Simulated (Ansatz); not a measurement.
We consider rutile RuO2, described by PBE (Ansatz, a first-principles code, plane waves, PAW).

Run with plane-wave cutoff 520 eV, 12×12×18 k mesh (along the axes of the cell as run), Fermi–Dirac smearing 0.05 eV, no spin polarisation, scalar-relativistic PAW data made under PBE.

Computed points:

```tsv
V (Å³/atom)	E − E_lowest (meV/atom)	P (GPa)
10.211	14.41	11.28
10.423	3.47	5.32
10.636	0.00	0.00
10.849	3.21	-4.74
11.061	12.36	-8.96
```

**Question.** Estimate the bulk modulus from the pressures at 10.423 and 10.849 Å³/atom, and compare it with a fit to all energies.

**Answer.** B = −V dP/dV. Between V = 10.423 and 10.849 Å³/atom, dP/dV = (-4.74 − (5.32))/(10.849 − 10.423) = -23.6 GPa per Å³/atom; at the midpoint 10.636 Å³/atom this gives B ≈ 251 GPa. The third-order Birch–Murnaghan fit gives V0 = 10.636 Å³/atom, B0 = 251 GPa, B′ = 4.8, which lies within 1 % of that estimate.

Shape and atoms are relaxed at each volume.

Measured, for comparison: bulk modulus 270 GPa (room temperature, no zero-point or thermal correction; as tabulated in LI and ZENG (2008), arXiv:0807.3251). Computed less measured: bulk modulus -7 %.

Static lattice: no zero-point or thermal effects.
